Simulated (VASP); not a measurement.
# AlAs (F-43m) in VASP: a series of runs

The runs below take AlAs through relaxation of cell and atoms, with r2SCAN.

All numbers are computed with VASP 6.6.1; they aren't measurements. Logs are shortened: lines on timing, memory, paths and dates and some standing lists are left out, and cuts for length are marked.

**1. Starting point**

It takes space group F-43m (No. 216, cubic). Conventional cell: a = 5.676 Å, b = 5.676 Å, c = 5.676 Å, α = 90.00°, β = 90.00°, γ = 90.00°. Around Al (site symmetry -43m) lie 4 As at 2.46 Å. Around As (site symmetry -43m) lie 4 Al at 2.46 Å.

The cell is a database's computed one.

**2. Relaxation of cell and atoms, r2SCAN**

File INCAR:

```
SYSTEM = AlAs
PREC     = Accurate       ! precision mode
ENCUT    = 600            ! plane-wave cutoff, eV
EDIFF    = 1E-6           ! SCF threshold, eV
ISMEAR   = 0              ! smearing method
SIGMA    = 0.02           ! smearing width, eV
LREAL    = .False.        ! projectors in reciprocal space
LASPH    = .True.         ! aspherical terms in the spheres
NELM     = 120            ! most SCF steps
ALGO     = Normal         ! electronic algorithm
ISIF     = 3              ! what is computed and relaxed
LWAVE    = .False.        ! write WAVECAR
LCHARG   = .False.        ! write CHGCAR
METAGGA  = R2SCAN         ! meta-GGA
LMIXTAU  = .True.       
IBRION   = 2              ! ionic algorithm
NSW      = 80             ! ionic steps
EDIFFG   = -0.005         ! ionic threshold
KPAR     = 2
```

File KPOINTS:

```
regular mesh
0
Gamma
  9 9 9
  0 0 0
```

File POSCAR:

```
AlAs
1.0
    0.0000000000      2.8379008000      2.8379008000
    2.8379008000      0.0000000000      2.8379008000
    2.8379008000      2.8379008000      0.0000000000
Al As
1 1
Direct
    0.0000000000      0.0000000000      0.0000000000
    0.2500000000      0.2500000000      0.2500000000
```

Potentials or basis: VASP PAW PBE potentials, release 64 (Al, As).

The run is started by

```
$ cat potpaw_PBE.64/Al/POTCAR potpaw_PBE.64/As/POTCAR > POTCAR
$ mpirun -np 2 vasp_std > vasp.out
```

OUTCAR:

```text
SYSTEM = AlAs
   PREC = Accurate
   ENCUT = 600
   EDIFF = 1E-6
   ISMEAR = 0
   LREAL = .False.
   LASPH = .True.
   NELM = 120
   ISIF = 3
   METAGGA = R2SCAN
   IBRION = 2
   NSW = 80
   EDIFFG = -0.005

 ion  position               nearest neighbor table
   1  0.000  0.000  0.000-   2 2.46   2 2.46   2 2.46   2 2.46
   2  0.250  0.250  0.250-   1 2.46   1 2.46   1 2.46   1 2.46

  LATTYP: Found a face centered cubic cell.
 ALAT       =     5.6758016000

  Lattice vectors:

 A1 = (   0.0000000000,   2.8379008000,   2.8379008000)
 A2 = (   2.8379008000,   0.0000000000,   2.8379008000)
 A3 = (   2.8379008000,   2.8379008000,   0.0000000000)

Analysis of symmetry for initial positions (statically):
=====================================================================
 Subroutine PRICEL returns:
 Original cell was already a primitive cell.

 Routine SETGRP: Setting up the symmetry group for a
 face centered cubic supercell.

 Subroutine GETGRP returns: Found 24 space group operations
 (whereof 24 operations were pure point group operations)
 out of a pool of 48 trial point group operations.

The static configuration has the point symmetry T_d .

Analysis of symmetry for dynamics (positions and initial velocities):
=====================================================================
 Subroutine PRICEL returns:
 Original cell was already a primitive cell.

 Routine SETGRP: Setting up the symmetry group for a
 face centered cubic supercell.

 Subroutine GETGRP returns: Found 24 space group operations
 (whereof 24 operations were pure point group operations)
 out of a pool of 48 trial point group operations.

The dynamic configuration has the point symmetry T_d .

 Subroutine INISYM returns: Found 24 space group operations
 (whereof 24 operations are pure point group operations),
 and found     1 'primitive' translations

----------------------------------------------------------------------------------------

                                     Primitive cell

  volume of cell :      45.7111

  direct lattice vectors                    reciprocal lattice vectors
     0.000000000  2.837900800  2.837900800    -0.176186567  0.176186567  0.176186567
     2.837900800  0.000000000  2.837900800     0.176186567 -0.176186567  0.176186567
     2.837900800  2.837900800  0.000000000     0.176186567  0.176186567 -0.176186567

  length of vectors
     4.013397800  4.013397800  4.013397800     0.305164086  0.305164086  0.305164086

  position of ions in fractional coordinates (direct lattice)
     0.000000000  0.000000000  0.000000000
     0.250000000  0.250000000  0.250000000

  ion indices of the primitive-cell ions
   primitive index   ion index
                 1           1
                 2           2

----------------------------------------------------------------------------------------

 KPOINTS: regular mesh

Automatic generation of k-mesh.
 Grid dimensions read from file:
 generate k-points for:    9    9    9

 Generating k-lattice:

  Cartesian coordinates                     Fractional coordinates (reciprocal lattice)
    -0.019576285  0.019576285  0.019576285     0.111111111  0.000000000  0.000000000
     0.019576285 -0.019576285  0.019576285     0.000000000  0.111111111  0.000000000
     0.019576285  0.019576285 -0.019576285     0.000000000  0.000000000  0.111111111

  Length of vectors
     0.033907121  0.033907121  0.033907121

  Shift w.r.t. Gamma in fractional coordinates (k-lattice)
     0.000000000  0.000000000  0.000000000

 Subroutine IBZKPT returns following result:
 ===========================================

 Found     35 irreducible k-points:

 Following reciprocal coordinates:
            Coordinates               Weight
  0.000000  0.000000  0.000000      1.000000
  0.111111  0.000000  0.000000      8.000000
  0.222222  0.000000  0.000000      8.000000
  0.333333  0.000000  0.000000      8.000000
  0.444444  0.000000  0.000000      8.000000
  0.111111  0.111111  0.000000      6.000000
[... 16 lines left out ...]
 -0.333333  0.333333  0.000000     12.000000
  0.444444  0.444444  0.000000      6.000000
 [... further k-points ...]
   k-points           NKPTS =     35   k-points in BZ     NKDIM =     35   number of bands    NBANDS=      8
   number of dos      NEDOS =    301   number of ions     NIONS =      2
   total plane-waves  NPLWV =  32768
   dimension x,y,z NGX =    32 NGY =   32 NGZ =   32
   dimension x,y,z NGXF=    64 NGYF=   64 NGZF=   64
   ions per type =               1   1
   NGX,Y,Z   is equivalent  to a cutoff of  13.26, 13.26, 13.26 a.u.
   NGXF,Y,Z  is equivalent  to a cutoff of  26.51, 26.51, 26.51 a.u.
 SYSTEM =  AlAs
   PREC   = accura    normal or accurate (medium, high low for compatibility)
   ISTART =      0    job   : 0-new  1-cont  2-samecut
   ICHARG =      2    charge: 1-file 2-atom 10-const
   ISPIN  =      1    spin polarized calculation?
   LNONCOLLINEAR =      F non collinear calculations
   LSORBIT =      F    spin-orbit coupling
   LASPH  =      T    aspherical Exc in radial PAW
   ENCUT  =  600.0 eV  44.10 Ry    6.64 a.u.   8.02  8.02  8.02*2*pi/ulx,y,z
   NELM   =    120;   NELMIN=  2; NELMDL= -5     # of ELM steps
   EDIFF  = 0.1E-05   stopping-criterion for ELM
   LREAL  =      F    real-space projection
   EDIFFG = -.5E-02   stopping-criterion for IOM
   NSW    =     80    number of steps for IOM
   IBRION =      2    ionic relax: 0-MD 1-quasi-New 2-CG
   NFREE  =      1    steps in history (QN), initial steepest desc. (CG)
   ISIF   =      3    stress and relaxation
   ISYM   =      2    0-nonsym 1-usesym 2-fastsym
   POTIM  = 0.5000    time-step for ionic-motion
   TEBEG  =    0.0;   TEEND  =   0.0 temperature during run
   PSTRESS=    0.0 pullay stress
   NELECT =       8.0000    total number of electrons
   NUPDOWN=      -1.0000    fix difference up-down
   EMIN   =  10.00;   EMAX   =-10.00  energy-range for DOS
   EFERMI =   0.00;   METHOD = LEGACY
   ISMEAR =     0;   SIGMA  =   0.02  broadening in eV -4-tet -1-fermi 0-gaus
   EFERMI_NEDOS =   21; number of points for ismear=-14 and -15
   IALGO  =     38    algorithm
   IMIX   =      4    mixing-type and parameters
     AMIX     =   0.40;   BMIX     =  1.00
     AMIX_MAG =   1.60;   BMIX_MAG =  1.00
  volume/ion in A,a.u.               =      22.86       154.24
  Fermi-wavevector in a.u.,A,eV,Ry     =   0.915723  1.730466 11.409155  0.838549
  Thomas-Fermi vector in A             =   2.040497
   LORBIT       =      0    0 simple, 1 ext, 2 COOP (PROOUT), +10 PAW based schemes
   METAGGA = R2SCAN    functional components
   LHFCALC =     F    Hartree Fock is set to
   AEXX    =    0.0000 exact exchange contribution
   IVDW    =     0    specifies the selected vdW correction
   LEPSILON=     F    determine dielectric tensor
   LRPA    =     F    only Hartree local field effects (RPA)
 conjugate gradient relaxation of ions
 non-spin polarized calculation
 Gauss-broadening in eV      SIGMA  =   0.02
  energy-cutoff  :      600.00
  volume of cell :       45.71
 maximum number of plane-waves:      1544
   NGX = 17   NGY = 17   NGZ = 17

--------------------------------------- Ionic step        1  -------------------------------------------

 number of electron       8.0000001 magnetization

 Free energy of the ion-electron system (eV)
  ---------------------------------------------------
  ext. energy  EPLUGINS =         0.00000000
  ---------------------------------------------------
  free energy    TOTEN  =       -22.69631388 eV

  energy without entropy =      -22.69631388  energy(sigma->0) =      -22.69631388

------------------------ aborting loop because EDIFF is reached ----------------------------------------

  FORCE on cell =-STRESS in cart. coord.  units (eV):
  Direction    XX          YY          ZZ          XY          YZ          ZX
  --------------------------------------------------------------------------------------
  -------------------------------------------------------------------------------------
  Total        0.0201734      0.0201734      0.0201734      0.0000000      0.0000000      0.0000000
  in kB        0.7070799      0.7070799      0.7070799      0.0000000      0.0000000      0.0000000
  external PRESSURE =       0.7070799 kB  Pullay stress =       0.0000000 kB
[... 57 lines left out ...]
  energy  without entropy=      -22.6963128020  energy(sigma->0) =      -22.69631280

--------------------------------------- Ionic step        3  -------------------------------------------

 number of electron       8.0000001 magnetization

 Free energy of the ion-electron system (eV)
  ---------------------------------------------------
  ext. energy  EPLUGINS =         0.00000000
  ---------------------------------------------------
  free energy    TOTEN  =       -22.69632456 eV

  energy without entropy =      -22.69632456  energy(sigma->0) =      -22.69632456

 E-fermi :   3.6995     XC(G=0):  -9.4145

 val. band max:        3.5919355593   @ k =   0.0000   0.0000   0.0000
 cond. band min:       5.4662591253   @ k =   0.4444   0.4444   0.0000
 fundamental gap:      1.8743235660
 Fermi energy:         3.6995301877

 k-point     1 :       0.0000    0.0000    0.0000
  band No.  band energies     occupation
      1      -8.6779      2.00000
      2       3.5919      2.00000
      3       3.5919      2.00000
      4       3.5919      2.00000
      5       6.2250      0.00000
      6       8.2869      0.00000
      7       8.2869      0.00000
      8       8.2869      0.00000
[... 243 lines left out ...]
 k-point    24 :       0.4444    0.4444    0.0000
  band No.  band energies     occupation
      1      -6.7429      2.00000
      2      -1.7634      2.00000
      3       1.4144      2.00000
      4       1.4144      2.00000
      5       5.4663      0.00000
      6       6.3550      0.00000
      7      14.2194      0.00000
      8      14.2194      0.00000

 [... further k-points ...]

------------------------ aborting loop because EDIFF is reached ----------------------------------------

  FORCE on cell =-STRESS in cart. coord.  units (eV):
  Direction    XX          YY          ZZ          XY          YZ          ZX
  --------------------------------------------------------------------------------------
  -------------------------------------------------------------------------------------
  Total        0.0003013      0.0003013      0.0003013     -0.0000000      0.0000000     -0.0000000
  in kB        0.0105549      0.0105549      0.0105549     -0.0000000      0.0000000     -0.0000000
  external PRESSURE =       0.0105549 kB  Pullay stress =       0.0000000 kB
[... 17 lines left out ...]
  FREE ENERGIE OF THE ION-ELECTRON SYSTEM (eV)
  ---------------------------------------------------
  free  energy   TOTEN  =       -22.6963245589 eV

  energy  without entropy=      -22.6963245589  energy(sigma->0) =      -22.69632456

 reached required accuracy - stopping structural energy minimisation
```

Wall time 96 s (2 MPI ranks of Intel Xeon Platinum 8175M at 2.50GHz (Skylake/Cascade Lake), shared host); peak memory 0.19 GiB.

What came out:

```yaml
Free_energy: -22.6963 eV
Relaxed_volume: 22.87 Å³/atom
Relaxed_cell: a = 4.014 Å, b = 4.014 Å, c = 4.014 Å, α = 60.00°, β = 60.00°, γ = 60.00°
Space_group_after_relaxing_to_0.05_Å: F-43m (No. 216)
Energy_gained_by_relaxing: 0.0 meV/atom
Ionic_steps: 3
Pressure_after_relaxing: 0.0 GPa
Band_gap_on_the_k_mesh: 1.87 eV, indirect (least direct gap 2.63 eV)
```

Final structure:
```yaml
crystal:
  lattice:
    - [0.00000, 2.83856, 2.83856]
    - [2.83856, 0.00000, 2.83856]
    - [2.83856, 2.83856, 0.00000]
  atoms:
    - { symbol: Al, position: [0.00000, 0.00000, 0.00000] }
    - { symbol: As, position: [0.25000, 0.25000, 0.25000] }
```

Caveat: the PAW data sets were made with another functional, which shifts forces and pressure a little; an odd mesh through Γ misses points on the zone boundary, where band edges often lie. r2SCAN opens gaps a little over a GGA but as a rule still falls short of measured ones.

**3. Relaxation of cell and atoms, r2SCAN**

INCAR is that of step 2.

KPOINTS is that of step 2.

File POSCAR:

```
AlAs                                    
1.0
    0.0000000000      2.8385561297      2.8385561297
    2.8385561297      0.0000000000      2.8385561297
    2.8385561297      2.8385561297     -0.0000000000
  Al              As            
     1     1
Direct
     0.0000000000000000    0.0000000000000000    0.0000000000000000
     0.2500000000000000    0.2500000000000000    0.2500000000000000
```

Potentials or basis: VASP PAW PBE potentials, release 64 (Al, As).

The run is started by

```
$ cat potpaw_PBE.64/Al/POTCAR potpaw_PBE.64/As/POTCAR > POTCAR
$ mpirun -np 2 vasp_std > vasp.out
```

It took 51 s on 2 MPI ranks of Intel Xeon Platinum 8175M at 2.50GHz (Skylake/Cascade Lake), shared host; peak memory 0.18 GiB.

It converged, with:

| Item | Value |
| --- | --- |
| Free energy | -22.6963 eV |
| Pressure after relaxing | 0.0 GPa |
| Band gap on the k mesh | 1.87 eV, indirect (least direct gap 2.63 eV) |

Final structure:
```xyz
2
Lattice="0.0000 2.8386 2.8386 2.8386 0.0000 2.8386 2.8386 2.8386 0.0000" Properties=species:S:1:pos:R:3 pbc="T T T"
Al    0.0000    0.0000    0.0000
As    1.4193    1.4193    1.4193
```

Levels at points of the mesh, in eV from the valence-band top:
| k point | band 1 | band 2 | band 3 | band 4 | band 5 | band 6 | band 7 | band 8 |
| --- | --- | --- | --- | --- | --- | --- | --- | --- |
| (0.00, 0.00, 0.00) | -12.27 | 0.00 | 0.00 | 0.00 | 2.63 | 4.69 | 4.69 | 4.69 |

Caveat: the relaxation stopped at its first step, so nothing moved; the PAW data sets were made with another functional, which shifts forces and pressure a little; an odd mesh through Γ misses points on the zone boundary, where band edges often lie. r2SCAN opens gaps a little over a GGA but as a rule still falls short of measured ones.
